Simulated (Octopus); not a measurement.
# PbO (Litharge) (P4/nmm) in Octopus: reference runs

Reference runs on PbO (Litharge): the cell as given.

Everything below comes from runs of Octopus 16.4. Logs are shortened: lines on timing, memory, paths and dates and some standing lists are left out, and cuts for length are marked.

## 1. The structure

The structure is tetragonal, space group P4/nmm (No. 129). Conventional cell: a = 3.990 Å, b = 3.990 Å, c = 5.010 Å, α = 90.00°, β = 90.00°, γ = 90.00°. Around Pb (site symmetry 4mm) lie 4 O at 2.33 Å. Around O (site symmetry -4m2) lie 4 Pb at 2.33 Å.

## 2. Single point, PBEsol

inp

```
CalculationMode = gs
UnitsOutput = eV_Angstrom
PeriodicDimensions = 3
ExperimentalFeatures = yes
PseudopotentialSet = pseudodojo_pbesol
%LatticeParameters
 1*angstrom | 1*angstrom | 1*angstrom
%
%LatticeVectors
 3.99 | 0 | 0
 0 | 3.99 | 0
 0 | 0 | 5.01
%
%ReducedCoordinates
 "Pb" | 0.5 | 0 | 0.76
 "Pb" | 0 | 0.5 | 0.24
 "O" | 0.5 | 0.5 | 0
 "O" | 0 | 0 | 0
%
%Spacing
 0.11735294*angstrom | 0.11735294*angstrom | 0.11928571*angstrom
%
DerivativesOrder = 8
%KPointsGrid
 7 | 7 | 6
%
KPointsUseSymmetries = yes
XCFunctional = gga_x_pbe_sol + gga_c_pbe_sol
SmearingFunction = fermi_dirac
Smearing = 0.05*eV
ExtraStates = 8
Eigensolver = chebyshev_filter
ConvRelDens = 3e-7
MaximumIter = 120
%Output
 density | cube
 elf | cube
 potential | cube
%
```

Potentials or basis: pseudodojo_pbesol (PseudoDojo 0.4, PBEsol).

Run with:

```sh
$ OMP_NUM_THREADS=1 octopus > out.log
```

out.log:

```text
Running octopus

[... 13 lines left out ...]

Input: [AllElectronType = no]
Input: [PseudopotentialSet = pseudodojo_pbesol]
Reading Coordinates from ReducedCoordinates block

****************************** Species *******************************
  Species 'Pb'
    type             : pseudopotential
    file             : 'Pb.upf'
    file format      : UPF2
    valence charge   : 14.0
    atomic number    :  82
    form on file     : kleinman-bylander
    lmax             : 2
    llocal           : -1
    projectors per l : 2
    total projectors : 6
    application form : kleinman-bylander
    orbitals         :  9
    bound orbitals   :  9

  Species 'O'
    type             : pseudopotential
    file             : 'O.upf'
    file format      : UPF2
    valence charge   : 6.0
    atomic number    :   8
    form on file     : kleinman-bylander
    lmax             : 2
    llocal           : -1
    projectors per l : 2
    total projectors : 6
    application form : kleinman-bylander
    orbitals         :  4
    bound orbitals   :  4

**********************************************************************

***************************** Symmetries *****************************
Space group No.  129
International: P4/nmm
Schoenflies: D4h^7
Info: The system has     8 symmorphic symmetries that can be used.
  Index                Rotation matrix                      Fractional translations
    1 :     1   0   0     0   1   0     0   0   1      0.000000    0.000000    0.000000
    2 :    -1   0   0     0  -1   0     0   0   1      0.000000    0.000000    0.000000
    3 :     0  -1   0    -1   0   0     0   0  -1      0.000000    0.000000    0.000000
    4 :     0   1   0     1   0   0     0   0  -1      0.000000    0.000000    0.000000
    5 :     0  -1   0     1   0   0     0   0  -1      0.000000    0.000000    0.000000
    6 :     0   1   0    -1   0   0     0   0  -1      0.000000    0.000000    0.000000
    7 :    -1   0   0     0   1   0     0   0   1      0.000000    0.000000    0.000000
    8 :     1   0   0     0  -1   0     0   0   1      0.000000    0.000000    0.000000
Info: The system also has     8 nonsymmorphic symmetries (not used for electrons).
    1 :     0   1   0    -1   0   0     0   0   1     -0.500000   -0.500000    0.000000
    2 :     0  -1   0     1   0   0     0   0   1     -0.500000   -0.500000    0.000000
    3 :     1   0   0     0  -1   0     0   0  -1     -0.500000   -0.500000    0.000000
    4 :    -1   0   0     0   1   0     0   0  -1     -0.500000   -0.500000    0.000000
    5 :    -1   0   0     0  -1   0     0   0  -1     -0.500000   -0.500000    0.000000
    6 :     1   0   0     0   1   0     0   0  -1     -0.500000   -0.500000    0.000000
    7 :     0   1   0     1   0   0     0   0   1     -0.500000   -0.500000    0.000000
    8 :     0  -1   0    -1   0   0     0   0   1     -0.500000   -0.500000    0.000000
**********************************************************************

Input: [CurvMethod = curv_affine]
Input: [DerivativesStencil = stencil_star]

****************************** Lattice *******************************
  Lattice Vectors [A]
    3.990000    0.000000    0.000000
    0.000000    3.990000    0.000000
    0.000000    0.000000    5.010000
  Cell volume =            79.7597 [A^3]
  Reciprocal-Lattice Vectors [A^-1]
    1.574733    0.000000    0.000000
    0.000000    1.574733    0.000000
    0.000000    0.000000    1.254129
  Cell angles [degree]
    alpha =   90.000
    beta  =   90.000
    gamma =   90.000
**********************************************************************

Checking if the generated full k-point grid is symmetric

    40 k-points generated from parameters :
 ---------------------------------------------------
[... 101 lines left out ...]

Info: Pseudopotential for O
  Radii for localized parts:
    local part     =  1.2 A
    non-local part =  1.1 A
    orbitals       =  3.8 A

Input: [RelativisticCorrection = non_relativistic]
[... 11 lines left out ...]
      Block       2 contains       4 states:       5 -       8
      Block       3 contains       4 states:       9 -      12
      Block       4 contains       4 states:      13 -      16
      Block       5 contains       4 states:      17 -      20
      Block       6 contains       4 states:      21 -      24
      Block       7 contains       4 states:      25 -      28
Info: Ground-state allocation done.
Info: Could not find 'restart/gs' directory for restart.
[... 18 lines left out ...]
** Warning:
**   Cannot do LCAO for all states because there are not enough atomic orbitals.
**   Required: 28. Available: 26. 2 orbitals will be randomized.

Info: Unnormalized total charge =     40.012642
Info: Renormalized total charge =     40.000000

** Warning:
**   Symmetrization discrepancy ratio (scalar) =  1.87202E-05

Info: Setting up Hamiltonian.
Info: Performing initial LCAO calculation with     26 orbitals.
Info: Getting Hamiltonian matrix elements.

Eigenvalues [eV]
 #st  Spin   Eigenvalue      Occupation
#k =       1, k = (  0.000000,  0.000000,  0.000000)
   1   --   -17.556211       2.000000
   2   --   -16.663145       2.000000
   3   --   -11.863378       2.000000
   4   --   -11.863378       2.000000
   5   --   -11.800797       2.000000
   6   --   -11.703464       2.000000
[... 18 lines left out ...]
  25   --    10.674862       0.000000
  26   --    10.674862       0.000000
#k =       2, k = (  0.142857,  0.000000,  0.000000)
   1   --   -17.452037       2.000000
   2   --   -16.604434       2.000000
   3   --   -11.597818       2.000000
   4   --   -11.376292       2.000000
   5   --   -11.360790       2.000000
   6   --   -11.303896       2.000000
[... 18 lines left out ...]
  25   --    10.899869       0.000000
  26   --    11.069025       0.000000
[... 38 further k-points ...]
Fermi energy =     6.569197 eV
Generating random wavefunctions for states       27 and above
Orthogonalizing wavefunctions.
Info: Ground-state restart information will be written to 'restart/gs'.
Info: SCF using complex wavefunctions.
Info: Starting SCF iteration.

** Warning:
**   Symmetrization discrepancy ratio (scalar) =  2.18966E-02

*********************** SCF CYCLE ITER #    1 ************************
 etot  = -4.86590824E+03 abs_ev   =  1.37E+02 rel_ev   =  4.13E-01
 ediff =        1.79E+02 abs_dens =  4.44E+00 rel_dens =  1.11E-01
Matrix vector products: 1000
Converged eigenvectors: 0

#  State  KPoint  Eigenvalue [eV]  Occupation    Error
      1       1      -17.582398    2.000000   ( 3.8E-04)
      1       3      -17.579560    2.000000   ( 1.5E-03)
      1       8      -17.573933    2.000000   ( 2.2E-03)
      1      19      -17.570923    2.000000   ( 3.8E-03)
      1       2      -17.533215    2.000000   ( 8.0E-04)
      1       5      -17.530807    2.000000   ( 1.6E-03)
      1      11      -17.525980    2.000000   ( 2.6E-03)
      1      22      -17.523285    2.000000   ( 4.6E-03)
[... 23 lines left out ...]
     28      17       19.605120    0.000000   ( 2.8E-01)
     28      25       19.661568    0.000000   ( 3.2E-01)
     28       9       19.750059    0.000000   ( 3.4E-01)
     28      29       19.812607    0.000000   ( 2.7E-01)
     28      40       20.104640    0.000000   ( 3.0E-01)
     28      12       20.171034    0.000000   ( 3.5E-01)
     28      26       20.788155    0.000000   ( 3.5E-01)
     28      22       20.933213    0.000000   ( 3.5E-01)

Density of states:

-----------%----------------------------------------------------------
-----------%----------------------------------------------------------
-----------%----------------------------------------------------------
-----------%----------------------------------------------------------
-----------%----------------------------------------------------------
-----------%----------------------------------------------------------
----------%%----------------------------------------------------------
----------%%----------------------------------------------------------
-%--------%%---------------%---------------%--------------------------
%%--------%%%---------%%--%%%%%--%%-------%%--%%%%%%%-----------------
                                       ^

Fermi energy =     4.115486 eV

**********************************************************************

*********************** SCF CYCLE ITER #    2 ************************
 etot  = -4.69906400E+03 abs_ev   =  4.26E+01 rel_ev   =  1.48E-01
 ediff =        6.13E+00 abs_dens =  3.22E+00 rel_dens =  8.05E-02
Matrix vector products: 1000
Converged eigenvectors: 0
[... 199 lines left out ...]
*********************** SCF CYCLE ITER #   19 ************************
 etot  = -4.72130661E+03 abs_ev   =  3.84E-06 rel_ev   =  1.30E-08
 ediff =        1.82E-06 abs_dens =  4.10E-06 rel_dens =  1.02E-07
Matrix vector products: 1000
Converged eigenvectors: 0

#  State  KPoint  Eigenvalue [eV]  Occupation    Error
      1       1      -14.484970    2.000000   ( 7.2E-08)
      1       3      -14.478219    2.000000   ( 7.2E-08)
      1       8      -14.464660    2.000000   ( 6.2E-08)
      1      19      -14.457852    2.000000   ( 6.6E-08)
      1       2      -14.443287    2.000000   ( 8.5E-08)
      1       5      -14.438464    2.000000   ( 6.9E-08)
      1      11      -14.428809    2.000000   ( 6.9E-08)
      1      22      -14.423977    2.000000   ( 7.1E-08)
[... 23 lines left out ...]
     28       6       14.683663    0.000000   ( 6.0E-02)
     28      39       14.713496    0.000000   ( 6.6E-02)
     28      40       14.740430    0.000000   ( 9.5E-02)
     28      28       14.817730    0.000000   ( 1.1E-01)
     28      33       15.079833    0.000000   ( 7.9E-02)
     28       7       15.164672    0.000000   ( 2.5E-02)
     28      10       15.350239    0.000000   ( 5.5E-02)
     28      15       15.418230    0.000000   ( 1.0E-01)

Density of states:

-----%----------------------------------------------------------------
-----%%---------------------------------------------------------------
-----%%---------------------------------------------------------------
-----%%---------------------------------------------------------------
-----%%---------------------------------------------------------------
-----%%---------------------------------------------------------------
-%---%%---------------------------------------------------------------
-%---%%--------------------------------%------------------------------
-%---%%-%---------------%-----------%-%%------------------%%----------
%%---%%%%--------------%%%%-----%%%%%%%%%-------%%%%-%%%%%%%%-%%%%----
                                           ^

Fermi energy =     4.353986 eV

**********************************************************************

Info: SCF converged in   19 iterations

** Warning:
**   Some of the states are not fully converged!

Info: Number of matrix-vector products:      19000
Info: Writing output to static/

Info: Finished writing information to 'restart/gs'.

Octopus emitted 24 warnings.
```

It took 11 min on 1 thread of Intel Xeon 6975P-C (Granite Rapids), shared host; peak memory 2.1 GiB.

What came out:

| Property | Result |
| --- | --- |
| Free energy | -4721.3067 eV |
| Largest force | 0.251 eV/Å |
| Band gap on the k mesh | 1.35 eV, indirect (least direct gap 2.28 eV) |

Forces on the atoms (eV/Å):
```
Pb   0.000  0.000  0.251
Pb   0.000  0.000 -0.251
O    0.000  0.000  0.000
O    0.000  0.000  0.000
```

Levels at points of the mesh, in eV from the valence-band top:
| k point | band 18 | band 19 | band 20 | band 21 | band 22 | band 23 |
| --- | --- | --- | --- | --- | --- | --- |
| (0.00, 0.00, 0.00) | -1.55 | -1.55 | 0.00 | 2.34 | 5.51 | 5.51 |
| (0.00, 0.00, 0.50) | -1.58 | -1.58 | -0.92 | 1.93 | 3.89 | 3.89 |

Caveat: spin-orbit coupling is left out, which as a rule narrows the gap of such compounds by several tenths of an eV; an odd mesh through Γ misses points on the zone boundary, where band edges often lie.
